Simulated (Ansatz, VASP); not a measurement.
# One calculation of Ag, two programs

```
Ag
1.0
     4.72817    0.00000    0.00000
    -2.36408    4.09471    0.00000
     0.00000    0.00000    2.82590
Ag
3
Direct
  0.00000 0.00000 0.00000
  0.33333 0.66667 0.50000
  0.66667 0.33333 0.50000
```

Alike in both runs: functional PBE; k mesh 12 × 12 × 16; occupations gaussian, width 0.1 eV; no spin polarisation.

Ansatz relaxed the structure, and its values are those at the end. VASP's run is a single point on that final structure, the one shown.

|  | VASP | Ansatz |
| --- | --- | --- |
| version | VASP 6.6.1 | Ansatz 0.2.0 |
| potentials or method | VASP PAW PBE potentials, release 64 (Ag) | scalar-relativistic, plane waves, PAW |
| plane-wave cutoff (eV) | 520 | 420 |
| valence electrons in the cell | 33 | 57 |

```csv
,VASP,Ansatz,Ansatz less VASP
gap on the k mesh at the Fermi level (eV),none,none,-
pressure (GPa),-0.1,0.0,+0.12
```

A gap of «none» marks a metal or a gap that the smearing closes. The two sets of potentials don't hold the same shells in valence.
